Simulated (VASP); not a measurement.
# BaS (Fm-3m) in VASP: further runs, part 2 of 2

VASP 6.6.1. The steps go on from the part before.

**4. Single point, PBEsol**

The input, INCAR:

```
ALGO = Normal
EDIFF = 1E-7
ENCUT = 520
GGA = PS
ISIF = 2
ISMEAR = 0
LASPH = True
LCHARG = True
LELF = True
LREAL = False
LVHAR = True
LWAVE = False
NBANDS = 15
NELM = 100
PREC = Accurate
SIGMA = 0.05
```

The input, KPOINTS:

```
k-points
0
Gamma
  8 8 8
```

The input, POSCAR:

```
BaS
1.0
    0.0000000000      3.1663007200      3.1663007200
    3.1663007200      0.0000000000      3.1663007200
    3.1663007200      3.1663007200      0.0000000000
Ba S
1 1
Direct
    0.0000000000      0.0000000000      0.0000000000
    0.5000000000      0.5000000000      0.5000000000
```

Potentials or basis: VASP PAW PBE potentials, release 64 (Ba_sv, S).

Command:

```sh
$ cat potpaw_PBE.64/Ba_sv/POTCAR potpaw_PBE.64/S/POTCAR > POTCAR
$ mpirun -np 1 vasp_std > vasp.out
```

OUTCAR:

```text
EDIFF = 1E-7
   ENCUT = 520
   GGA = PS
   ISIF = 2
   ISMEAR = 0
   LASPH = True
   LREAL = False
   NELM = 100
   PREC = Accurate

 ion  position               nearest neighbor table
   1  0.000  0.000  0.000-   2 3.17   2 3.17   2 3.17   2 3.17   2 3.17   2 3.17
   2  0.500  0.500  0.500-   1 3.17   1 3.17   1 3.17   1 3.17   1 3.17   1 3.17

  LATTYP: Found a face centered cubic cell.
 ALAT       =     6.3326014400

  Lattice vectors:

 A1 = (   0.0000000000,   3.1663007200,   3.1663007200)
[... 620 lines left out ...]
------------------------ aborting loop because EDIFF is reached ----------------------------------------

  FORCE on cell =-STRESS in cart. coord.  units (eV):
  Direction    XX          YY          ZZ          XY          YZ          ZX
  --------------------------------------------------------------------------------------
  -------------------------------------------------------------------------------------
  Total        0.2641263      0.2641263      0.2641263     -0.0000000     -0.0000000     -0.0000000
  in kB        6.6655464      6.6655464      6.6655464     -0.0000000     -0.0000000     -0.0000000
  external PRESSURE =       6.6655464 kB  Pullay stress =       0.0000000 kB

 VOLUME and BASIS-vectors are now :
 -----------------------------------------------------------------------------
  energy-cutoff  :      520.00
  volume of cell :       63.49
      direct lattice vectors                 reciprocal lattice vectors
     0.000000000  3.166300720  3.166300720    -0.157912986  0.157912986  0.157912986
     3.166300720  0.000000000  3.166300720     0.157912986 -0.157912986  0.157912986
     3.166300720  3.166300720  0.000000000     0.157912986  0.157912986 -0.157912986

 POSITION                                       TOTAL-FORCE (eV/Angst)
 -----------------------------------------------------------------------------------
      0.00000      0.00000      0.00000         0.000000     -0.000000      0.000000
      3.16630      3.16630      3.16630        -0.000000      0.000000     -0.000000
 -----------------------------------------------------------------------------------
    total drift:                                0.000000      0.000000      0.000000

  FREE ENERGIE OF THE ION-ELECTRON SYSTEM (eV)
  ---------------------------------------------------
  free  energy   TOTEN  =       -10.7173590380 eV

  energy  without entropy=      -10.7173590380  energy(sigma->0) =      -10.71735904
```

stdout:

```text
POSCAR found type information on POSCAR BaS
 POSCAR found :  2 types and       2 ions
 scaLAPACK will be used
 -----------------------------------------------------------------------------
|                                                                             |
|                                                                             |
|     You enforced a specific xc type in the INCAR file but a different       |
|     I HOPE YOU KNOW WHAT YOU ARE DOING!                                     |
|                                                                             |
 -----------------------------------------------------------------------------

 LDA part: xc-table for (Slater+PW92), standard interpolation
 POSCAR, INCAR and KPOINTS ok, starting setup
 FFT: planning ... GRIDC
 FFT: planning ... GRID_SOFT
 FFT: planning ... GRID
 WAVECAR not read
 entering main loop
```

Run time: 31 s. Hardware: 1 thread of Intel Xeon Platinum 8488C (Sapphire Rapids), shared host; peak memory 0.21 GiB.

What came out:

```
Free energy            : -10.7174 eV
Pressure               : 0.7 GPa
Band gap on the k mesh : 1.93 eV, indirect (least direct gap 2.06 eV)
```

Caveat: the PAW data sets were made with another functional, which shifts forces and pressure a little; spin-orbit coupling is left out, which moves the levels of the heavy elements.

**5. Single point, PBEsol**

The input, INCAR:

```
PREC     = Accurate       # precision mode
ENCUT    = 520            # plane-wave cutoff, eV
EDIFF    = 1E-6           # SCF threshold, eV
ISMEAR   = 0              # smearing method
SIGMA    = 0.02           # smearing width, eV
LREAL    = False          # projectors in reciprocal space
LASPH    = True           # aspherical terms in the spheres
NELM     = 100            # most SCF steps
ALGO     = Normal         # electronic algorithm
ISIF     = 2              # what is computed and relaxed
LWAVE    = False          # write WAVECAR
LCHARG   = False          # write CHGCAR
GGA      = PS             # functional
NBANDS   = 15             # bands
```

The input, KPOINTS:

```
Automatic mesh
0
Gamma
  8 8 8
```

POSCAR is that of step 4.

Command:

```sh
$ cat potpaw_PBE.64/Ba_sv/POTCAR potpaw_PBE.64/S/POTCAR > POTCAR
$ mpirun -np 1 vasp_std > vasp.out
```

It took 36 s on 1 thread of Intel Xeon Platinum 8488C (Sapphire Rapids), shared host; peak memory 0.2 GiB.

The run converged. Its results:

```yaml
Free_energy: -10.7174 eV
Pressure: 0.7 GPa
Band_gap_on_the_k_mesh: 1.93 eV, indirect (least direct gap 2.06 eV)
```

Levels at points of the mesh, in eV from the valence-band top:
| k point | band 4 | band 5 | band 6 | band 7 | band 8 | band 9 | band 10 | band 11 | band 12 | band 13 |
| --- | --- | --- | --- | --- | --- | --- | --- | --- | --- | --- |
| (0.00, 0.00, 0.00) | -11.00 | -10.39 | 0.00 | 0.00 | 0.00 | 3.53 | 3.78 | 3.78 | 3.78 | 4.77 |
| (0.50, 0.00, 0.00) | -11.04 | -9.00 | -2.05 | -1.16 | -1.16 | 5.55 | 5.60 | 6.36 | 6.36 | 8.95 |
| (0.50, 0.50, 0.00) | -11.21 | -10.30 | -0.51 | -0.13 | -0.13 | 1.93 | 5.97 | 6.08 | 7.62 | 7.62 |

Caveat: the PAW data sets were made with another functional, which shifts forces and pressure a little; spin-orbit coupling is left out, which moves the levels of the heavy elements.

**6. Summary**

```tsv
cell	smearing	gap on the mesh (eV)	pressure (GPa)	largest force (eV/Å)
one atom moved	gaussian 0.02 eV	1.99	-0.5	0.09
strained and moved within a subgroup	gaussian 0.02 eV	2.26	0.9	0.57
as given	gaussian 0.05 eV	1.93	0.7	-
as given	gaussian 0.02 eV	1.93	0.7	-
```

Alike in all rows: task single point; level PBEsol; potentials or basis VASP PAW PBE potentials, release 64 (Ba_sv, S); no spin polarisation; k mesh 8 × 8 × 8; cutoff (eV) 520.

Caveats: the PAW data sets were made with another functional, which shifts forces and pressure a little; spin-orbit coupling is left out, which moves the levels of the heavy elements.

Total energies depend on the potentials used, so only differences within one code and one set of settings carry meaning.

**7. Against experiment**

Step 4. Measured gap of BaS: 3.806 eV (indirect; 2 K; a printed reference work, monograph, original work of 1988). This calculation gives 1.93 eV (-1.87 eV). Spin-orbit coupling on Ba is left out. The value is that of PBEsol on a finite k mesh, which can miss the band edges, without temperature or zero-point motion. Semilocal functionals fall short of measured gaps as a rule.

Step 5. Measured gap of BaS: 3.806 eV (indirect; 2 K; a printed reference work, monograph, original work of 1988). This calculation gives 1.93 eV (-1.87 eV). Spin-orbit coupling on Ba is left out. The value is that of PBEsol on a finite k mesh, which can miss the band edges, without temperature or zero-point motion. Semilocal functionals fall short of measured gaps as a rule.
